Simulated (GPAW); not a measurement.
Wanted: an ASE script for a GPAW 26.7.0 run.

```yaml
Task: band structure
Functional: PBE
Potentials_or_basis: GPAW PAW data sets (gpaw-data 1.2.1)
Cutoff: 800 eV
Basis: pw
k_mesh: 9 × 9 × 3
Occupations: fermi-dirac, width 0.05 eV
Spin: no spin polarisation
Maxiter: 150
Band_path: GMKGALHA,LM,KH
Band_points: 100
```

The structure of BN lies in BN.cif:

```cif
data_BN
_cell_length_a 2.49824000
_cell_length_b 2.49824000
_cell_length_c 6.63570000
_cell_angle_alpha 90.00000000
_cell_angle_beta 90.00000000
_cell_angle_gamma 120.00000000
_space_group_name_H-M_alt 'P6_3/mmc'
_space_group_name_Hall '-P 6c 2c'
_space_group_IT_number 194
loop_
_space_group_symop_operation_xyz
'x,y,z'
'-x,-y,-z'
'x-y,x,z+1/2'
'-x+y,-x,-z+1/2'
'-y,x-y,z'
'y,-x+y,-z'
'-x,-y,z+1/2'
'x,y,-z+1/2'
'-x+y,-x,z'
'x-y,x,-z'
'y,-x+y,z+1/2'
'-y,x-y,-z+1/2'
'-y,-x,-z+1/2'
'y,x,z+1/2'
'-x,-x+y,-z'
'x,x-y,z'
'-x+y,y,-z+1/2'
'x-y,-y,z+1/2'
'y,x,-z'
'-y,-x,z'
'x,x-y,-z+1/2'
'-x,-x+y,z+1/2'
'x-y,-y,-z'
'-x+y,y,z'
loop_
_atom_site_label
_atom_site_type_symbol
_atom_site_symmetry_multiplicity
_atom_site_Wyckoff_symbol
_atom_site_fract_x
_atom_site_fract_y
_atom_site_fract_z
_atom_site_occupancy
N1 N 2 d 0.6666666667 0.3333333333 0.2500000000 1
B1 B 2 c 0.6666666667 0.3333333333 0.7500000000 1
```

These files were run (other wordings do the same):

run.py

```python
from ase.dft.bandgap import bandgap
from ase.io import read, write
from ase.units import GPa
from gpaw import GPAW, PW

atoms = read('BN.cif')

calc = GPAW(mode=PW(800),
            xc='PBE',
            kpts={'size': (9, 9, 3), 'gamma': True},
            occupations={'name': 'fermi-dirac', 'width': 0.05},
            nbands=18,
            convergence={'density': 1e-05, 'energy': 1e-05},
            maxiter=150,
            txt='gpaw.txt')
atoms.calc = calc
energy = atoms.get_potential_energy()
forces = atoms.get_forces()
stress = atoms.get_stress()
calc.write('gs.gpw')
write('result.traj', atoms)
print(f'Energy: {energy:.6f} eV')
print('Forces (eV/A):')
print(forces.round(4))
print('Stress (GPa):', (stress / GPa).round(3))
print('Fermi level:', round(calc.get_fermi_level(), 4), 'eV')
print(f'Gap: {bandgap(calc)[0]:.4f} eV, direct: {bandgap(calc, direct=True)[0]:.4f} eV')

path = atoms.cell.bandpath('GMKGALHA,LM,KH', npoints=100, eps=1e-4)
bs_calc = calc.fixed_density(kpts=path, symmetry='off', nbands=28,
                             convergence={'bands': 'CBM+6.0', 'eigenstates': 1e-6}, txt='bands.txt')
bs = bs_calc.band_structure()
bs.write('bs.json')
print(f'Gap on the path: {bandgap(bs_calc)[0]:.4f} eV')
```

Potentials or basis: GPAW PAW data sets (gpaw-data 1.2.1), pw.

Run with:

```bash
$ OMP_NUM_THREADS=1 python run.py
```

It gave:

The pressure is 4.3 GPa. The band gap on the k mesh is 4.43 eV, indirect (least direct gap 4.71 eV). The band gap along the path is 4.26 eV, indirect (least direct gap 4.66 eV).

Caveat: the mesh misses the band edges, which the band path finds closer together; this functional lacks dispersion, which binds the layers, so the pressure and a relaxed spacing across them are unreliable.

Wall time 69 s on 1 thread of Arm Neoverse V1 (shared host), peak memory 0.32 GiB.
